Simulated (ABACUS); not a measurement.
# HfO2 (Fm-3m) in ABACUS: notebook, part 2 of 2

ABACUS 3.10.1. The steps go on from the part before.

## Step 3: Equation of state, PBEsol, 10.48 Å³/atom (volume scaled by 0.94)

Input file INPUT:

```
INPUT_PARAMETERS
suffix              HfO2
calculation         scf
basis_type          pw
pseudo_dir          ./
symmetry            1
dft_functional      pbesol
ecutwfc             132
pseudo_rcut         10
nspin               1
nbands              23
ks_solver           dav
smearing_method     fd
smearing_sigma      0.00367493
scf_thr             1e-08
scf_nmax            100
mixing_type         broyden
mixing_beta         0.7
cal_force           1
cal_stress          1
kpar                4
```

Input file STRU:

```
ATOMIC_SPECIES
Hf 178.4900 Hf.upf
O 15.9990 O.upf

LATTICE_CONSTANT
1.8897261246

LATTICE_VECTORS
0.0000000000 2.5052914730 2.5052914730
2.5052914730 0.0000000000 2.5052914730
2.5052914730 2.5052914730 0.0000000000

ATOMIC_POSITIONS
Direct

Hf
0.0
1
0.0000000000 0.0000000000 0.0000000000 1 1 1

O
0.0
2
0.7500000000 0.7500000000 0.7500000000 1 1 1
0.2500000000 0.2500000000 0.2500000000 1 1 1
```

Input file KPT:

```
K_POINTS
0
Gamma
7 7 7 0 0 0
```

Potentials or basis: PseudoDojo NC SR 0.4 PBEsol stringent, plane waves.

The run is started by

```bash
$ OMP_NUM_THREADS=1 mpirun -np 4 abacus > log
```

running log:

```text
ABACUS v3.10.1

               Atomic-orbital Based Ab-initio Computation at UStc

 ------------------------------------------------------------------------------------

 READING GENERAL INFORMATION
                           global_out_dir = OUT.HfO2/
                           global_in_card = INPUT
                               pseudo_dir = ./
                              orbital_dir =
                                    DSIZE = 4
                                    GSIZE = 1
[... 5 lines left out ...]

 READING ATOM TYPE 1
                               atom label = Hf
                      L=0, number of zeta = 1
                      L=1, number of zeta = 1
                      L=2, number of zeta = 1
             number of atom for this type = 1

 READING ATOM TYPE 2
[... 359 lines left out ...]
       1       -44.7794     0.00583090
       2       -13.3100     0.00583090
       3       -13.3100     0.00583090
       4       -13.3100     0.00583090
       5       -2.80664     0.00583090
       6       0.279921     0.00583090
[... 115 lines left out ...]
      22        23.0139    3.71769e-45
      23        26.0834    8.11622e-72

------------------------------------------------------------------------------------------
 TOTAL-FORCE (eV/Angstrom)
------------------------------------------------------------------------------------------
                       Hf1         0.0000000000         0.0000000000         0.0000000000
                        O1         0.0000000000         0.0000000000         0.0000000000
                        O2         0.0000000000         0.0000000000         0.0000000000
------------------------------------------------------------------------------------------

----------------------------------------------------------------
 TOTAL-STRESS (KBAR)
----------------------------------------------------------------
        46.9642340931        -0.0000000000        -0.0000000000
         0.0000000000        46.9642340931        -0.0000000000
         0.0000000000        -0.0000000000        46.9642340931
----------------------------------------------------------------
 TOTAL-PRESSURE: 46.964234 KBAR

 --------------------------------------------
 !FINAL_ETOT_IS -8634.0278051679706550 eV
 --------------------------------------------
```

Wall time 9.7 s (4 MPI ranks of Intel Xeon 6975P-C (Granite Rapids), shared host); peak memory 0.52 GiB.

What came out:

```
Free energy            : -8634.0278 eV
Pressure               : 4.7 GPa
Band gap on the k mesh : 3.94 eV, indirect (least direct gap 4.12 eV)
```

Caveat: spin-orbit coupling is left out, which moves the levels of the heavy elements; an odd mesh through Γ misses points on the zone boundary, where band edges often lie.

## Step 4: Equation of state, PBEsol, 10.93 Å³/atom (volume scaled by 0.98)

INPUT is that of step 3.

Edit STRU of step 3 so:

```diff
@@ -8,5 +8,5 @@
 LATTICE_VECTORS
-0.0000000000 2.5052914730 2.5052914730
-2.5052914730 0.0000000000 2.5052914730
-2.5052914730 2.5052914730 0.0000000000
+0.0000000000 2.5403350533 2.5403350533
+2.5403350533 0.0000000000 2.5403350533
+2.5403350533 2.5403350533 0.0000000000
```

KPT is that of step 3.

The run is started by

```bash
$ OMP_NUM_THREADS=1 mpirun -np 4 abacus > log
```

Run time: 9.8 s. Hardware: 4 MPI ranks of Intel Xeon 6975P-C (Granite Rapids), shared host; peak memory 0.56 GiB.

The run converged. Its results:

- Free energy: -8634.0199 eV
- Pressure: -6.2 GPa
- Band gap on the k mesh: 3.83 eV, indirect (least direct gap 4.01 eV)

Caveat: spin-orbit coupling is left out, which moves the levels of the heavy elements; an odd mesh through Γ misses points on the zone boundary, where band edges often lie.

## Step 5: Equation of state, PBEsol, 11.38 Å³/atom (volume scaled by 1.02)

INPUT is that of step 4.

Edit STRU of step 4 so:

```diff
@@ -8,5 +8,5 @@
 LATTICE_VECTORS
-0.0000000000 2.5403350533 2.5403350533
-2.5403350533 0.0000000000 2.5403350533
-2.5403350533 2.5403350533 0.0000000000
+0.0000000000 2.5744375797 2.5744375797
+2.5744375797 0.0000000000 2.5744375797
+2.5744375797 2.5744375797 0.0000000000
```

KPT is that of step 4.

The run is started by

```bash
$ OMP_NUM_THREADS=1 mpirun -np 4 abacus > log
```

It took 14 s on 4 MPI ranks of Intel Xeon 6975P-C (Granite Rapids), shared host; peak memory 0.56 GiB.

Results (log left out):

* Free energy: -8633.9302 eV
* Pressure: -15.0 GPa
* Band gap on the k mesh: 3.73 eV, indirect (least direct gap 3.90 eV)

Caveat: spin-orbit coupling is left out, which moves the levels of the heavy elements; an odd mesh through Γ misses points on the zone boundary, where band edges often lie.

## Step 6: Equation of state, PBEsol, 11.82 Å³/atom (volume scaled by 1.06)

INPUT is that of step 5.

Edit STRU of step 5 so:

```diff
@@ -8,5 +8,5 @@
 LATTICE_VECTORS
-0.0000000000 2.5744375797 2.5744375797
-2.5744375797 0.0000000000 2.5744375797
-2.5744375797 2.5744375797 0.0000000000
+0.0000000000 2.6076597933 2.6076597933
+2.6076597933 0.0000000000 2.6076597933
+2.6076597933 2.6076597933 0.0000000000
```

KPT is that of step 5.

Potentials or basis: PseudoDojo NC SR 0.4 PBEsol stringent, plane waves.

The run is started by

```bash
$ OMP_NUM_THREADS=1 mpirun -np 4 abacus > log
```

Run time: 14 s. Hardware: 4 MPI ranks of Intel Xeon 6975P-C (Granite Rapids), shared host; peak memory 0.56 GiB.

Results (log left out):

| Property | Result |
| --- | --- |
| Free energy | -8633.7746 eV |
| Pressure | -22.1 GPa |
| Band gap on the k mesh | 3.62 eV, indirect (least direct gap 3.79 eV) |

Caveat: spin-orbit coupling is left out, which moves the levels of the heavy elements; an odd mesh through Γ misses points on the zone boundary, where band edges often lie.

## Step 7: Equation of state, PBEsol

Potentials or basis: PseudoDojo NC SR 0.4 PBEsol stringent, plane waves.

This step only gathers the single runs of the series.

Results:

| Item | Value |
| --- | --- |
| Equilibrium volume | 10.66 Å³/atom |
| Bulk modulus | 266 GPa |
| Pressure derivative of the bulk modulus | 4.2 (rough: it moves with the points fitted) |

Energy against volume, from the lowest point:
| volume (Å³/atom) | energy (meV/atom) |
| --- | --- |
| 10.483 | 0.00 |
| 10.929 | 2.62 |
| 11.375 | 32.52 |
| 11.821 | 84.39 |

Spin-orbit coupling is left out, which matters for the levels of Hf.
